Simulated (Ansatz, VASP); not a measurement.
# One calculation of GaP, two programs

```
Ga P
1.0
     0.00000    2.64488    2.64488
     2.64488    0.00000    2.64488
     2.64488    2.64488    0.00000
Ga P
1 1
Cartesian
  0.0000 0.0000 0.0000
  3.9673 3.9673 3.9673
```

Alike in both runs: task single point; functional PBEsol; k mesh 10 × 10 × 10; occupations gaussian, width 0.05 eV; no spin polarisation.

|  | VASP | Ansatz |
| --- | --- | --- |
| version | VASP 6.6.1 | Ansatz 0.2.0 |
| potentials or method | VASP PAW PBE potentials, release 64 (Ga_d, P) | scalar-relativistic, plane waves, PAW |
| plane-wave cutoff (eV) | 520 | 420 |
| valence electrons in the cell | 18 | 18 |

|  | VASP | Ansatz | Ansatz less VASP |
| --- | --- | --- | --- |
| gap on the k mesh at the Fermi level (eV) | 1.31 | 1.31 | -0.002 |
| least direct gap on the mesh (eV) | 2.50 | 2.49 | -0.011 |
| pressure (GPa) | 8.4 | 8.5 | +0.18 |

Ansatz warned: «pseudo_functional_mismatch».

Caveats: the PAW data sets were made with another functional, which shifts forces and pressure a little (VASP). A k mesh can miss the band edges.
